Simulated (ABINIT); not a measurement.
**ZnO (zincite) in ABINIT: convergence with boxcutmin**

ZnO (zincite):

```
Zn O
1.0
     3.24931    0.00000    0.00000
    -1.62465    2.81398    0.00000
     0.00000    0.00000    5.20571
Zn O
2 2
Direct
  0.66667 0.33333 0.00000
  0.33333 0.66667 0.50000
  0.33333 0.66667 0.87901
  0.66667 0.33333 0.37901
```

| Property | Result |
| --- | --- |
| Program | ABINIT 10.8.3 (patched build) |
| Task | single point |
| Functional | PBE |
| Potentials or basis | SPMS NC PBE v1.0 |
| Cutoff | 1088 eV |
| k mesh | 9 × 9 × 5 |
| Occupations | cold (ABINIT), width 0.05 eV |
| Spin | no spin polarisation |

These are the settings of the first run; the series varies boxcutmin, with any setting tied to it.

Hardware: 1 thread of Arm Neoverse V1 (shared host).

Question: The values tried are 1.3, 1.5, 1.7, 1.85, 2, 2.3, 2.7, loosest first. From which on does the largest force stay within 0.005 eV/Å of the tightest run that finished?

Answer: From 1.7 on.

```tsv
boxcutmin	energy less the tightest run (meV/atom)	pressure (GPa)	largest force (eV/Å)	SCF cycles	CPU time (s)	peak memory (GiB)
1.3	-25.70	7.32	0.149	11	120	0.12
1.5	-0.65	4.95	0.089	12	150	0.13
1.7	-0.05	4.89	0.074	12	150	0.13
1.85	0.04	4.88	0.072	12	180	0.14
2	0.00	4.88	0.073	12	190	0.14
2.3	0.00	4.88	0.072	13	270	0.16
2.7	0.00	4.88	0.072	13	300	0.18
```

Against the tightest run, the energy stays within 1 meV/atom from 1.5 on; the pressure stays within 0.1 GPa from 1.5 on. The tightest run that finished is the yardstick and may itself not be fully converged.
